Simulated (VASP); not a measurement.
# Settings for Bi: surface energy

Bi, slab, 12 atoms in the cell. PBEsol; PAW potentials Bi_d (PBE set). VASP 6.6.1.

Wanted: surface energy, atoms not relaxed within 0.02 J/m²; face levels within 0.04 eV.

Crystal: Bi, Im-3m; Face: (1 1 1); Starting cell: bulk cell relaxed first with the same functional.

Face levels: vacuum level at each face, counted from the Fermi level.

The series start from vacuum (Å): 12; k spacing (1/Å): 0.25; Smearing SIGMA (eV): 0.1; Cutoff ENCUT (eV): 320; SCF threshold EDIFF (eV): 1e-6; PREC: Accurate; LREAL: .FALSE.; ALGO: Normal; atomic planes: 7. Each series keeps the choices made before it, and each single choice may use up half of a tolerance. Times cover all steps of a run.

## Vacuum (Å)

| Vacuum (Å) | Surface energy, atoms not relaxed (J/m²) | Face levels, largest deviation (eV) | Time (s) |
|---|---|---|---|
| 5 | 0.505 | 0.150 | 71 |
| 7 | 0.560 | 0.043 | 78 |
| 9 | 0.567 | 0.011 | 86 |
| 12 | 0.568 | 0.001 | 109 |
| 15 | 0.569 | 0.000 | 125 |
| 20 (reference) | 0.569 | 0.000 | 152 |

Chosen: 9, the loosest value from which every tighter one stays within half of the tolerance.

## k spacing (1/Å)

| k spacing (1/Å) | Surface energy, atoms not relaxed (J/m²) | Face levels, largest deviation (eV) | Time (s) |
|---|---|---|---|
| 0.6 | 0.441 | 0.035 | 41 |
| 0.45 | 0.441 | 0.035 | 36 |
| 0.35 | 0.608 | 0.043 | 53 |
| 0.25 | 0.567 | 0.026 | 86 |
| 0.2 | 0.531 | 0.005 | 95 |
| 0.15 | 0.536 | 0.041 | 144 |
| 0.12 (reference) | 0.534 | 0.000 | 191 |

Chosen: 0.12; the next looser run is off by more than half of the tolerance, so convergence isn't shown beyond this value.

## Smearing SIGMA (eV)

| Smearing SIGMA (eV) | Surface energy, atoms not relaxed (J/m²) | Face levels, largest deviation (eV) | Time (s) |
|---|---|---|---|
| 0.4 | 0.535 | 0.009 | 147 |
| 0.3 | 0.534 | 0.004 | 185 |
| 0.2 | 0.533 | 0.004 | 182 |
| 0.1 | 0.534 | 0.008 | 191 |
| 0.05 (reference) | 0.534 | 0.000 | 184 |

Chosen: 0.4.

## Cutoff ENCUT (eV)

| Cutoff ENCUT (eV) | Surface energy, atoms not relaxed (J/m²) | Face levels, largest deviation (eV) | Time (s) |
|---|---|---|---|
| 200 | 0.553 | 0.012 | 132 |
| 240 | 0.534 | 0.002 | 141 |
| 280 | 0.534 | 0.001 | 198 |
| 320 | 0.535 | 0.001 | 147 |
| 370 | 0.534 | 0.000 | 274 |
| 440 (reference) | 0.534 | 0.000 | 380 |

Chosen: 240.

## SCF threshold EDIFF (eV)

| SCF threshold EDIFF (eV) | Surface energy, atoms not relaxed (J/m²) | Face levels, largest deviation (eV) | Time (s) |
|---|---|---|---|
| 0.001 | 0.534 | 0.097 | 108 |
| 0.0001 | 0.534 | 0.045 | 108 |
| 1e-5 | 0.534 | 0.000 | 129 |
| 1e-6 | 0.534 | 0.000 | 141 |
| 1e-7 (reference) | 0.534 | 0.000 | 142 |

Chosen: 1e-5.

## PREC

| PREC | Surface energy, atoms not relaxed (J/m²) | Face levels, largest deviation (eV) | Time (s) |
|---|---|---|---|
| Accurate | 0.534 | 0.000 | 129 |
| Normal | 0.533 | 0.002 | 77 |

Chosen: Normal, the fastest of those that stay within half of the tolerance.

## LREAL

| LREAL | Surface energy, atoms not relaxed (J/m²) | Face levels, largest deviation (eV) | Time (s) |
|---|---|---|---|
| .FALSE. | 0.533 | 0.000 | 77 |
| Auto | 29.853 | 0.000 | 121 |

Chosen: .FALSE.; no other choice that stays within half of the tolerance saves 30 % of the time.

## ALGO

| ALGO | Surface energy, atoms not relaxed (J/m²) | Face levels, largest deviation (eV) | Time (s) |
|---|---|---|---|
| Normal | 0.533 | 0.000 | 77 |
| Fast | 0.533 | 0.000 | 86 |
| All | 0.533 | 0.001 | 80 |

Chosen: Normal.

## Atomic planes

| Atomic planes | Surface energy, atoms not relaxed (J/m²) | Face levels, largest deviation (eV) | Time (s) |
|---|---|---|---|
| 4 | 0.479 | 0.330 | 55 |
| 7 | 0.533 | 0.137 | 77 |
| 10 | 0.542 | 0.049 | 122 |
| 12 | 0.534 | 0.014 | 154 |
| 15 | 0.537 | 0.010 | 227 |
| 18 (reference) | 0.538 | 0.000 | 222 |

Chosen: 12.

The choices weren't compared together with a run at all the tightest settings, so their joint error isn't shown.

## The input

INCAR.step1:
```
ALGO = Normal
EDIFF = 1E-5
ENCUT = 240
GGA = PS
ISMEAR = 1
KPAR = 4
LASPH = True
LCHARG = False
LREAL = False
LWAVE = False
NELM = 120
PREC = Normal
SIGMA = 0.4
```

INCAR.step2, as INCAR.step1 but for:
```
+ DIPOL = 0.5 0.5 0.5
+ IDIPOL = 3
+ LDIPOL = True
+ LVACPOTAV = True
+ LVHAR = True
```

KPOINTS.step1:
```
Automatic mesh
0
Gamma
  11 11 47
  0 0 0
```

KPOINTS.step2:
```
Automatic mesh
0
Gamma
  11 11 1
  0 0 0
```

POSCAR.step1:
```
Bi
1.0
    5.5266986161      0.0000000000      0.0000000000
   -2.7633493081      4.7862614007      0.0000000000
    2.7633493081      1.5954204669      1.1281326310
Bi
1
Direct
    0.0000000000      0.0000000000      0.0000000000
```

POSCAR.step2:
```
Bi
1.0
    5.5266986161      0.0000000000      0.0000000000
   -2.7633493081      4.7862614007      0.0000000000
    0.0000000000      0.0000000000     21.4094589390
Bi
12
Direct
    0.3333333333      0.1666666667      0.2101874696
    0.0000000000      0.5000000000      0.2628806569
    0.6666666667      0.8333333334      0.3155738443
    0.3333333334      0.1666666667      0.3682670316
    0.0000000001      0.5000000000      0.4209602190
    0.6666666668      0.8333333334      0.4736534064
    0.3333333334      0.1666666667      0.5263465936
    0.0000000001      0.5000000001      0.5790397810
    0.6666666668      0.8333333334      0.6317329684
    0.3333333335      0.1666666667      0.6844261557
    0.0000000002      0.5000000001      0.7371193431
    0.6666666668      0.8333333334      0.7898125304
```

Commands (each step's output is kept before the next begins):
```
cat potpaw_PBE.64/Bi_d/POTCAR > POTCAR
cp INCAR.step1 INCAR
cp KPOINTS.step1 KPOINTS
cp POSCAR.step1 POSCAR
mpirun -np 4 vasp_std > vasp.out
rm WAVECAR CHG
cp INCAR.step2 INCAR
cp KPOINTS.step2 KPOINTS
cp POSCAR.step2 POSCAR
mpirun -np 4 vasp_std > vasp.out
```

Limits: The program found no field-free region, so the vacuum level is rough; the atoms keep their starting positions, so the number serves for convergence, not as the relaxed result.

The chosen input took VASP 6.6.1 154 s on 4 cores (Intel Xeon Platinum 8488C (Sapphire Rapids)), a shared host.

## An input that fails: vacuum far too thin

It runs to its end, but against the unchanged starting input it is off by 2.631 J/m² in the surface energy, atoms not relaxed, 4.131 eV in the face levels.

Vacuum (Å): 12 becomes 2.

Changes against the starting input:
```
(POSCAR.step2)
-    0.0000000000      0.0000000000     18.7687957875
+    0.0000000000      0.0000000000      8.7687957875
-    0.3333333333      0.1666666667      0.3196795398
-    0.0000000000      0.5000000000      0.3797863599
-    0.6666666667      0.8333333334      0.4398931800
+    0.3333333333      0.1666666667      0.1140407445
+    0.0000000000      0.5000000000      0.2426938298
+    0.6666666667      0.8333333334      0.3713469149
-    0.0000000001      0.5000000000      0.5601068200
-    0.6666666668      0.8333333334      0.6202136401
-    0.3333333334      0.1666666667      0.6803204602
+    0.0000000001      0.5000000000      0.6286530851
+    0.6666666668      0.8333333334      0.7573061702
+    0.3333333334      0.1666666667      0.8859592555
```
